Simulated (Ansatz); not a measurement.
# V (P6_3/mmc) in Ansatz: notebook

The runs below take V through single point, equation of state, with PBEsol.

Everything below comes from runs of Ansatz 0.2.0. Logs are shortened: lines on timing, memory, paths and dates and some standing lists are left out, and cuts for length are marked.

### Step 1. The crystal as given

It takes space group P6_3/mmc (No. 194, hexagonal). The conventional cell has a = 2.604 Å, b = 2.604 Å, c = 4.723 Å, α = 90.00°, β = 90.00°, γ = 120.00°. V (site symmetry -6m2) is surrounded by 12 V at 2.60 to 2.80 Å.

This isn't the form of V at room conditions, which is bcc.

### Step 2. Single point, PBEsol, collinear spin, ferromagnetic start, 13.04 Å³/atom (volume scaled by 0.94)

File input.yaml:

```yaml
crystal:
  lattice:
    - [2.551130326, 0.0, 0.0]
    - [-1.275565163, 2.2093436706, 0.0]
    - [0.0, 0.0, 4.6269143324]
  atoms:
    - { symbol: V, position: [0.3333333333, 0.6666666667, 0.25], spin: 2.0 }
    - { symbol: V, position: [0.6666666667, 0.3333333333, 0.75], spin: 2.0 }
hamiltonian:
  xc: pbesol
  pseudopotentials: { kind: paw }
magnetization:
  spin_polarized: true
kpoints:
  mp_grid: { grid: [12, 12, 6] }
scf:
  occupations: { method: fermi_dirac, width: 0.05 }
output:
  forces: true
  stress: true
  eigenvalues: true
```

Potentials or basis: Ansatz PAW.

On the command line:

```bash
ansatz run input.yaml --threads 2 --pin off --max-ram 5632MiB --backend cpu --events-out ev --progress --plain --runs-dir out
```

The log of the run:

```text
Warning: RAYON_NUM_THREADS=2 ignored (pool sized by the plan → 2); use --threads N
Engine: ansatz 0.2.0, aarch64-unknown-linux-gnu
Pseudopotentials: kind: paw
Pseudopotential: V, paw, valence charge 13, recommended cutoff 420 eV (normal), V.paw.azcp
Functional definition: PBEsol
  exchange = pbesol_x
  correlation = pbesol_c
Crystal: 2 atoms, lattice volume = 26.079 Å³
Basis set: ecut = 420 eV, 513 PW (Γ), exchange–correlation on 36×36×64 points (8 copies of the dense FFT grid, shifted against one another)
Bands: 19, of which v1, the nominal top of the filled ones, is band 13 counted from 1 (12 counted from 0)
Symmetry: 24 space group operations
Space group: P63/mmc (ITA 194), of the structure as read, at distance tolerance 3.0e-5 Å
Magnetic group: BNS 194.263 (UNI 1493), of the structure as read, at distance tolerance 3.0e-5 Å
k-points: 76 of 864
Non-local potential: V, projectors of the file, l = 0: 3, l = 1: 2, l = 2: 3, l = 3: 1
PAW form: soft (Blöchl's): semilocal exchange-correlation on the pseudo side does not see the compensation charge
PAW frozen core: V, regenerated for the run's functional, and the local potential with it (the file was generated under x = pbe(κ = 0.804, μ = 0.2195149727645171), c = pbe(β = 0.06672455060314922))
PAW one-centre angular grid: V, 590 points (default); XC on 64 Gauss nodes
Initial density: superposition of atomic densities (chi_scale 0.1, normalization cell)
Starting moments: Σ|m| = 4 μB on 2 of 2 sites
Initial wavefunctions: pseudopotential atomic-orbital guess
Functional: x = pbesol(κ = 0.804, μ = 0.12345679012345678), c = pbesol(β = 0.046)
SCF iter   1: F=—  HF=-5771.458896 eV  |F-HF|=—  |Δ(HF+E_count)|=         —  Δρ=1.64e-1 (↑1.64e-1 ↓8.42e-2)  dr2=2.21e0  dr2_m=3.47e0  M=0.909 μB ∫|m|=0.910 μB  β_m=0.30  ethr=3.10e-3  ⟨swp⟩=3.7  Hψ=10596  notcnv=0
Mixer restart at iter 1: flushing history
preconditioner: auto → none  [metal: Δε(μ)=0.004 eV  Ē_g=5.118 eV  σ=0.050 eV  W_gap=0.02  n_scr=4 (ndim 8)  ℏωp=23.0 eV  f_vac=0.000  D(μ)=2.86/eV (n_scr^D=36)  sad-step TF]
SCF iter   2: F=—  HF=-5770.027466 eV  |F-HF|=—  |Δ(HF+E_count)|=    1.43e0  Δρ=1.10e-1 (↑1.10e-1 ↓6.94e-2)  dr2=6.80e-1  dr2_m=1.84e0  M=0.799 μB ∫|m|=0.800 μB  β_m=0.62  ethr=3.10e-3  ⟨swp⟩=2.8  Hψ=5972  notcnv=0  defer=76
SCF iter   3: F=—  HF=-5770.059787 eV  |F-HF|=—  |Δ(HF+E_count)|=   3.23e-2  Δρ=3.13e-2 (↑3.13e-2 ↓1.52e-2)  dr2=8.44e-2  dr2_m=1.21e-1  M=0.244 μB ∫|m|=0.244 μB  β_m=0.63  ethr=2.62e-3  ⟨swp⟩=2.0  Hψ=4015  notcnv=0  defer=76
SCF iter   4: F=—  HF=-5770.058152 eV  |F-HF|=—  |Δ(HF+E_count)|=   1.64e-3  Δρ=4.12e-3 (↑2.04e-3 ↓4.12e-3)  dr2=3.11e-3  dr2_m=1.57e-3  M=0.048 μB ∫|m|=0.048 μB  β_m=0.82  ethr=3.25e-4  ⟨swp⟩=2.7  Hψ=6035  notcnv=0  defer=56
SCF iter   5: F=—  HF=-5770.053615 eV  |F-HF|=—  |Δ(HF+E_count)|=   4.54e-3  Δρ=3.06e-3 (↑9.71e-4 ↓3.06e-3)  dr2=1.44e-3  dr2_m=8.09e-4  M=-0.007 μB ∫|m|=0.008 μB  β_m=0.71  ethr=1.20e-5  ⟨swp⟩=2.0  Hψ=5530  notcnv=0  defer=52
SCF iter   6: F=—  HF=-5770.054139 eV  |F-HF|=—  |Δ(HF+E_count)|=   5.24e-4  Δρ=8.74e-4 (↑2.51e-4 ↓8.74e-4)  dr2=1.51e-4  dr2_m=5.48e-5  M=0.000 μB ∫|m|=0.002 μB  β_m=0.86  ethr=5.55e-6  ⟨swp⟩=2.2  Hψ=4200  notcnv=0  defer=52
SCF iter   7: F=—  HF=-5770.054200 eV  |F-HF|=—  |Δ(HF+E_count)|=   6.12e-5  Δρ=1.26e-4 (↑5.54e-5 ↓1.26e-4)  dr2=5.10e-6  dr2_m=7.52e-7  M=0.001 μB ∫|m|=0.001 μB  β_m=0.93  ethr=5.81e-7  ⟨swp⟩=2.9  Hψ=4689  notcnv=0  defer=52
SCF iter   8: F=—  HF=-5770.054202 eV  |F-HF|=—  |Δ(HF+E_count)|=   1.18e-6  Δρ=8.22e-6 (↑8.22e-6 ↓7.02e-6)  dr2=3.32e-8  dr2_m=4.43e-9  M=0.000 μB ∫|m|=0.000 μB  β_m=0.90  ethr=1.96e-8  ⟨swp⟩=2.7  Hψ=4704  notcnv=0  defer=50
SCF iter   9: F=—  HF=-5770.054202 eV  |F-HF|=—  |Δ(HF+E_count)|=   1.83e-8  Δρ=1.04e-6 (↑1.04e-6 ↓1.03e-6)  dr2=4.57e-10  dr2_m=1.13e-10  M=-0.000 μB ∫|m|=0.000 μB  β_m=0.89  ethr=1.28e-10  ⟨swp⟩=2.9  Hψ=4936  notcnv=0  defer=50
SCF iter  10: F=-5770.054202 eV  HF=-5770.054202 eV  |F-HF|=2.00e-11  |Δ(HF+E_count)|=  3.09e-10  Δρ=2.73e-7 (↑2.73e-7 ↓2.40e-7)  dr2=8.40e-12  dr2_m=1.33e-11  M=-0.000 μB ∫|m|=0.000 μB  ethr=1.76e-12  ⟨swp⟩=2.2  Hψ=9419  notcnv=0
SCF 1 converged in 10 iterations: F = -5770.054202 eV  dr2 = 8.40e-12
the search or the solves at the SCF's close seem to have found levels that the self-consistency loop had missed (the run counts 2). By its estimate they hold under 1e-12 electrons; where the run keeps them, the occupations were computed again with them
WARN: the starting moments were not kept: the SCF closed with an absolute magnetisation of 8.6e-6 μB, where they sum to 4 μB in size (2 sites). That is at most 0.1 of that sum. Measured as dr2_m measures the in/out step, that magnetisation stands 1.3e-11 eV from none, at or under the dr2_threshold of 1.0e-7 eV: it is no larger than a step whose dr2_m would equal this threshold. The system may hold no moment; this SCF shows only that its start led to no more than that. To try another start: raise the starting moments (crystal.atoms[].spin, magnetization.per_species, magnetization.initial_magnetization, or on a non-collinear deck that types none of these the spinor_matrix: blocks that start its atoms; where the total moment is fixed, keep their sum and leave initial_magnetization as it is; typed ones take the place of any that the run laid by itself, positive ones on a crystal's lanthanoids without a Hubbard term where scf.initial_density.shell_occupations: [] is typed) or, if the notice of its spin-set hold's release reads "site moments contracting" or "site moments show no strong build", lengthen the hold (scf.mixing.spin_hold: { on: { confirm: 4 } }; for m-r²SCAN on two components see the key's manual first). Each may lead to a state that holds a moment. A second SCF, from the converged charge density, with the starting moments and any scf.initial_density.shell_occupations laid on it anew, would have followed, and was not run: the deck does not ask for one (magnetization.retry_lost_moments is false, the default). To let it run, set magnetization.retry_lost_moments: true and run the deck again, where that key's refused combinations let it; where memory then withholds it, that run's warning says so.
SCF converged after 10 iterations
Magnetization: -0.0000 μB (13.0000 up, 13.0000 down)
Absolute magnetization: 0.0000 μB (∫|ρ↑−ρ↓|)
Spin contamination: 0.0000 ħ² per cell (⟨S²⟩ above its minimum at these occupations)
Per-site moments (μB) at R_I (Å): [(-3.03310714707027e-6, 1.0523412594557389), (-3.0331071468999023e-6, 1.0523412594557389)]
Free energy (F): -5770.054202 eV
Harris-Foulkes:  -5770.054202 eV  (|F-HF|=2.00e-11)
Internal energy: -5770.031824 eV  (E = F + TS)
E sigma→0 (E₀):  -5770.043013 eV
Entropy (-TS):   -0.022378 eV (-11.189 meV/atom)
Fermi energy:    17.391621 eV
--- Per-component energies (eV) ---
  E_band       = -271.261546
  E_kinetic    = 675.210044
  E_local      = -1755.926838  (includes V_loc(G=0)·N_el)
  E_nonlocal   = -86.726078
  E_hartree    = 811.364061
  E_xc         = -259.607883
  E_vxc        = -330.600745  (∫ρ·V_xc dr)
  E_paw        = -2173.577379  (= ΣΔE_a)
  E_vpaw       = -395.946690  (= ΣTr[D̂ρ^β])
  E_aug_tail   = 0.000528  (compensation charges beyond the density's cutoff)
  E_ewald      = -2981.067636
  E_core_change = 0.299358  (= ΣΔE_core)
  E_smearing   = -0.022378  (= −TS)
  E_closure    = -0.000000  (closes the sum)
  Σ components = -5770.054202   (vs F -5770.054202, Δ=0.00e0)
--- Forces (eV/Å), atoms counted from 1 ---
  atom   1  V     -0.00000000    -0.00000000     0.00000000
  atom   2  V     -0.00000000     0.00000000     0.00000000
  max |Σ_I F_I| component: 2.78e-17 eV/Å
--- Stress (GPa, compression-positive) ---
        4.051154       0.000000       0.000000
       -0.000000       4.051154       0.000000
        0.000000       0.000000       3.776493
  P = ⅓ Tr σ = 3.9596 GPa (39.596 kbar)
--- Band table (eV; the first three rows and the last of 152) ---
  k-point 0 ↑: bands = ["-46.3210", "-46.1802", "-20.5970", "-19.8053", "-19.6471", "-19.6471", "-19.5773", "-19.5773", "10.3721", "13.7882", "16.7426", "17.2541", "17.7243", "17.7243", "18.0703", "18.0703", "19.3576", "19.3576", "20.5099"]
  k-point 1 ↑: bands = ["-46.3117", "-46.1897", "-20.5458", "-19.8603", "-19.6424", "-19.6424", "-19.5820", "-19.5820", "10.6075", "13.6616", "16.6597", "16.8953", "17.7083", "17.7083", "18.0149", "18.0149", "19.4798", "19.4798", "20.4734"]
  k-point 2 ↑: bands = ["-46.2861", "-46.2157", "-20.4045", "-20.0089", "-19.6297", "-19.6297", "-19.5948", "-19.5948", "11.2718", "13.1435", "16.3833", "16.4589", "17.7037", "17.7037", "17.8872", "17.8872", "19.7718", "19.7718", "20.3421"]
  k-point 75 ↓: bands = ["-46.0147", "-46.0147", "-20.4320", "-20.4320", "-20.3382", "-20.3382", "-19.9171", "-19.9171", "15.6498", "15.6498", "15.6607", "15.6607", "16.8073", "16.8073", "18.4038", "18.4038", "20.5439", "20.5439", "26.0193"]
```

It took 3.5 s on 2 threads of Arm Neoverse V2, shared host; peak memory 0.36 GiB.

What came out:

- Free energy: -5770.0542 eV
- Pressure: 4.0 GPa
- Band gap on the k mesh: none (metal or under the smearing width)
- Net moment: 0.00 μB per cell
- Absolute moment: 0.00 μB per cell

Caveat: the PAW data sets come from PBE, with cores solved anew for the run's functional, which leaves a small shift of forces and pressure; the starting moments weren't kept.

### Step 3. Single point, PBEsol, collinear spin, ferromagnetic start, 13.32 Å³/atom (volume scaled by 0.96)

input.yaml: that of step 2 with these lines changed.

```diff
@@ -2,5 +2,5 @@
   lattice:
-    - [2.551130326, 0.0, 0.0]
-    - [-1.275565163, 2.2093436706, 0.0]
-    - [0.0, 0.0, 4.6269143324]
+    - [2.5690966245, 0.0, 0.0]
+    - [-1.2845483122, 2.2249029415, 0.0]
+    - [0.0, 0.0, 4.6594993097]
   atoms:
```

Potentials or basis: Ansatz PAW.

On the command line:

```bash
ansatz run input.yaml --threads 2 --pin off --max-ram 5632MiB --backend cpu --events-out ev --progress --plain --runs-dir out
```

It took 3.5 s on 2 threads of Arm Neoverse V2, shared host; peak memory 0.36 GiB.

It converged, with:

```
Free energy            : -5770.0607 eV
Pressure               : -0.2 GPa
Band gap on the k mesh : none (metal or under the smearing width)
Net moment             : 0.00 μB per cell
Absolute moment        : 0.00 μB per cell
```

Caveat: the PAW data sets come from PBE, with cores solved anew for the run's functional, which leaves a small shift of forces and pressure; the starting moments weren't kept.

### Step 4. Single point, PBEsol, collinear spin, ferromagnetic start, 13.59 Å³/atom (volume scaled by 0.98)

input.yaml: that of step 3 with these lines changed.

```diff
@@ -2,5 +2,5 @@
   lattice:
-    - [2.5690966245, 0.0, 0.0]
-    - [-1.2845483122, 2.2249029415, 0.0]
-    - [0.0, 0.0, 4.6594993097]
+    - [2.5868150921, 0.0, 0.0]
+    - [-1.293407546, 2.2402475846, 0.0]
+    - [0.0, 0.0, 4.6916348032]
   atoms:
```

On the command line:

```bash
ansatz run input.yaml --threads 2 --pin off --max-ram 5632MiB --backend cpu --events-out ev --progress --plain --runs-dir out
```

It took 3.7 s on 2 threads of Arm Neoverse V2, shared host; peak memory 0.36 GiB.

Results (log left out):

```yaml
Free_energy: -5770.0536 eV
Pressure: -3.9 GPa
Band_gap_on_the_k_mesh: none (metal or under the smearing width)
Net_moment: 0.00 μB per cell
Absolute_moment: 0.00 μB per cell
```

Caveat: the PAW data sets come from PBE, with cores solved anew for the run's functional, which leaves a small shift of forces and pressure; the starting moments weren't kept.

### Step 5. Single point, PBEsol, collinear spin, ferromagnetic start, 13.87 Å³/atom

input.yaml: that of step 4 with these lines changed.

```diff
@@ -2,5 +2,5 @@
   lattice:
-    - [2.5868150921, 0.0, 0.0]
-    - [-1.293407546, 2.2402475846, 0.0]
-    - [0.0, 0.0, 4.6916348032]
+    - [2.6042941027, 0.0, 0.0]
+    - [-1.3021470513, 2.2553848518, 0.0]
+    - [0.0, 0.0, 4.723336]
   atoms:
```

On the command line:

```bash
ansatz run input.yaml --threads 2 --pin off --max-ram 5632MiB --backend cpu --events-out ev --progress --plain --runs-dir out
```

Wall time 3.9 s (2 threads of Arm Neoverse V2, shared host); peak memory 0.36 GiB.

The run converged. Its results:

```
Free energy            : -5770.0343 eV
Pressure               : -7.2 GPa
Band gap on the k mesh : none (metal or under the smearing width)
Net moment             : 0.00 μB per cell
Absolute moment        : 0.00 μB per cell
```

Caveat: the PAW data sets come from PBE, with cores solved anew for the run's functional, which leaves a small shift of forces and pressure; the starting moments weren't kept.

### Step 6. Single point, PBEsol, collinear spin, ferromagnetic start, 14.15 Å³/atom (volume scaled by 1.02)

input.yaml: that of step 5 with these lines changed.

```diff
@@ -2,5 +2,5 @@
   lattice:
-    - [2.6042941027, 0.0, 0.0]
-    - [-1.3021470513, 2.2553848518, 0.0]
-    - [0.0, 0.0, 4.723336]
+    - [2.6215415862, 0.0, 0.0]
+    - [-1.310770793, 2.2703216106, 0.0]
+    - [0.0, 0.0, 4.7546172825]
   atoms:
```

Potentials or basis: Ansatz PAW.

On the command line:

```bash
ansatz run input.yaml --threads 2 --pin off --max-ram 5632MiB --backend cpu --events-out ev --progress --plain --runs-dir out
```

Wall time 3.8 s (2 threads of Arm Neoverse V2, shared host); peak memory 0.37 GiB.

The run converged. Its results:

* Free energy: -5770.0040 eV
* Pressure: -10.2 GPa
* Band gap on the k mesh: none (metal or under the smearing width)
* Net moment: 0.00 μB per cell
* Absolute moment: 0.00 μB per cell

Caveat: the PAW data sets come from PBE, with cores solved anew for the run's functional, which leaves a small shift of forces and pressure; the starting moments weren't kept.

### Step 7. Single point, PBEsol, collinear spin, ferromagnetic start, 14.43 Å³/atom (volume scaled by 1.04)

input.yaml: that of step 6 with these lines changed.

```diff
@@ -2,5 +2,5 @@
   lattice:
-    - [2.6215415862, 0.0, 0.0]
-    - [-1.310770793, 2.2703216106, 0.0]
-    - [0.0, 0.0, 4.7546172825]
+    - [2.6385650605, 0.0, 0.0]
+    - [-1.3192825302, 2.2850643718, 0.0]
+    - [0.0, 0.0, 4.7854922858]
   atoms:
```

On the command line:

```bash
ansatz run input.yaml --threads 2 --pin off --max-ram 5632MiB --backend cpu --events-out ev --progress --plain --runs-dir out
```

Run time: 3.8 s. Hardware: 2 threads of Arm Neoverse V2, shared host; peak memory 0.37 GiB.

The run converged. Its results:

- Free energy: -5769.9638 eV
- Pressure: -13.0 GPa
- Band gap on the k mesh: none (metal or under the smearing width)
- Net moment: 0.00 μB per cell
- Absolute moment: 0.00 μB per cell

Caveat: the PAW data sets come from PBE, with cores solved anew for the run's functional, which leaves a small shift of forces and pressure; the starting moments weren't kept.

### Step 8. Single point, PBEsol, collinear spin, ferromagnetic start, 14.70 Å³/atom (volume scaled by 1.06)

input.yaml: that of step 7 with these lines changed.

```diff
@@ -2,5 +2,5 @@
   lattice:
-    - [2.6385650605, 0.0, 0.0]
-    - [-1.3192825302, 2.2850643718, 0.0]
-    - [0.0, 0.0, 4.7854922858]
+    - [2.6553716605, 0.0, 0.0]
+    - [-1.3276858302, 2.2996193144, 0.0]
+    - [0.0, 0.0, 4.8159739502]
   atoms:
```

On the command line:

```bash
ansatz run input.yaml --threads 2 --pin off --max-ram 5632MiB --backend cpu --events-out ev --progress --plain --runs-dir out
```

Run time: 4 s. Hardware: 2 threads of Arm Neoverse V2, shared host; peak memory 0.37 GiB.

Results (log left out):

- Free energy: -5769.9145 eV
- Pressure: -15.4 GPa
- Band gap on the k mesh: none (metal or under the smearing width)
- Net moment: 0.00 μB per cell
- Absolute moment: 0.00 μB per cell

Caveat: the PAW data sets come from PBE, with cores solved anew for the run's functional, which leaves a small shift of forces and pressure; the starting moments weren't kept.

### Step 9. Equation of state, PBEsol, collinear spin, ferromagnetic start

Potentials or basis: Ansatz PAW.

This step only gathers the single runs of the series.

Results:

| Quantity | Value |
| --- | --- |
| Equilibrium volume | 13.31 Å³/atom |
| Bulk modulus at fixed shape and positions | 188 GPa |
| Pressure derivative of the bulk modulus | 4.0 |

Energy against volume, from the lowest point:
| volume (Å³/atom) | energy (meV/atom) |
| --- | --- |
| 13.039 | 3.24 |
| 13.317 | 0.00 |
| 13.594 | 3.53 |
| 13.872 | 13.17 |
| 14.149 | 28.33 |
| 14.427 | 48.46 |
| 14.704 | 73.08 |

Caveat: the cell was scaled at fixed shape and fractional positions, which overstates the stiffness of a crystal with free parameters, most of all of layers and chains.
